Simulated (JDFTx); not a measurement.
**YN under changes of volume**

One of the cells (14.500 Å³/atom); the others are scaled copies at fixed shape and fractional positions:

```
Y N
1.0
     0.00000    2.43850    2.43850
     2.43850    0.00000    2.43850
     2.43850    2.43850    0.00000
Y N
1 1
Direct
  0.00000 0.00000 0.00000
  0.50000 0.50000 0.50000
```

| Property | Result |
| --- | --- |
| Program | JDFTx 1.7.0 (patched build) |
| Functional | PBEsol |
| Potentials or basis | PseudoDojo-SR-PBEsol-0.4.1-standard with smoothed tails |
| Cutoff | 1143 eV |
| Density cutoff | 9143 eV |
| k mesh | 9 × 9 × 9 |
| Occupations | fermi-dirac, width 0.05 eV |
| Spin | no spin polarisation |

```tsv
volume (Å³/atom)	energy over the lowest point (meV/atom)	pressure (GPa)
13.630	18.86	9.3
13.920	?	?
14.210	0.00	1.3
14.500	0.72	-2.1
14.790	7.32	-5.2
15.080	19.21	-8.0
15.370	35.87	-10.4
```

What does the run at 13.920 Å³/atom give?

Energy over the lowest point 5.80 meV/atom; pressure 5.1 GPa.

Worked out: A Birch-Murnaghan fit of order 3 (a polynomial in V^(-2/3)) to the other rows has its minimum at 14.32 Å³/atom with B0 = V·E''(V) = 171 GPa and B' = 4.2. It gives 5.80 meV/atom at 13.920 Å³/atom, against the run's 5.80, and -dE/dV = 5.1 GPa, against 5.1.

Energies are extrapolated to zero smearing.
